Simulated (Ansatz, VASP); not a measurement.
# One calculation of TePt, two programs

```xyz
2
Lattice="0.0000 2.5966 2.5966 2.5966 0.0000 2.5966 2.5966 2.5966 0.0000" Properties=species:S:1:pos:R:3 pbc="T T T"
Pt    0.0000    0.0000    0.0000
Te    1.2983    1.2983    1.2983
```

Change from the starting cell: volume scaled by 0.68, LAPW.

Alike in both runs: task single point; functional LDA; k mesh 11 × 11 × 11; occupations fermi-dirac, width 0.05 eV; no spin polarisation.

|  | VASP | Ansatz |
| --- | --- | --- |
| version | VASP 6.6.1 | Ansatz 0.2.0 |
| potentials or method | VASP PAW LDA potentials, release 64 (Pt, Te), cutoff 520 eV | all-electron LAPW, scalar-relativistic |

```tsv
	VASP	Ansatz	Ansatz less VASP
pressure (GPa)	107.3	107.5	+0.16
```

Ansatz ran all-electron here, so the differences hold the error of VASP's frozen core and of both bases.

Caveats: the cell as given lies far from equilibrium; so large a pressure means that the cell lies far from this level's equilibrium, or that cutoff or potentials fall short (VASP). Spin-orbit coupling is left out, which matters for the levels of Pt, Te.
